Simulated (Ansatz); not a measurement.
**Electric field gradients in V2O5**

The cell is a Materials Project structure (computed, not necessarily an observed phase), taken as it stands.

Space group Cmcm (No. 63); a = 3.5379, b = 10.0493, c = 11.4429 Å.

```csv
site,Wyckoff,site symmetry,x,y,z
V,8f,m..,0.5000,0.7960,0.1043
O5,4c,m2m,0.5000,0.7323,0.2500
O6,8f,m..,0.5000,0.9530,0.1185
O7,8f,m..,0.5000,0.2497,0.0682
```

One atom of each set is listed; the run and its k-mesh use a cell of 14 atoms with edges of 5.33, 5.33, 11.44 Å.

All values are calculated (Ansatz; DFT, r2SCAN, plane waves and PAW, scalar-relativistic, 500 eV cutoff, Γ-centred 6×6×2 k-points, Fermi–Dirac smearing 0.02 eV), not measured.

Conventions: |V_zz| ≥ |V_yy| ≥ |V_xx|, η = (V_xx − V_yy)/V_zz, C_Q = eQV_zz/h.

51V: I = 7/2, Q = -52.00 mb; ¹⁷O: I = 5/2, Q = -25.58 mb. Quadrupole moments are those of Pyykkö's year-2017 table.

**Question.** Give the quadrupolar parameters of the distinct sites.

**Answer.** 

```
site  atoms                first shell  V_xx, V_yy, V_zz (10²¹ V/m²)     η  C_Q (MHz)
   V      4         5 O at 1.59–2.03 Å            -0.13, -0.25, 0.38  0.34     -0.478
  O5      2  2 V at 1.79 Å, angle 138°             2.23, 2.74, -4.97  0.10       3.07
  O6      4              1 V at 1.59 Å            0.044, 0.94, -0.98  0.91      0.606
  O7      4         3 V at 1.88–2.03 Å             0.42, 4.14, -4.55  0.82       2.82
```

At O5 V_zz points along the bisector of its two bonds (within 1°).

At this cell the principal stresses reach 6 GPa in size with r2SCAN, which can matter for small gradients. The largest force is 1.2 eV/Å, so the atoms aren't at the calculated equilibrium and relaxing them would move these values.

The run took 73 s of wall time (73 s of CPU time) and 1.2 GiB at its peak, on 1 thread of Arm Neoverse V2 (aarch64; 8 cores open to the job, memory cap 2.5 GiB, no GPU), a shared host with a load of 0.7 a core.
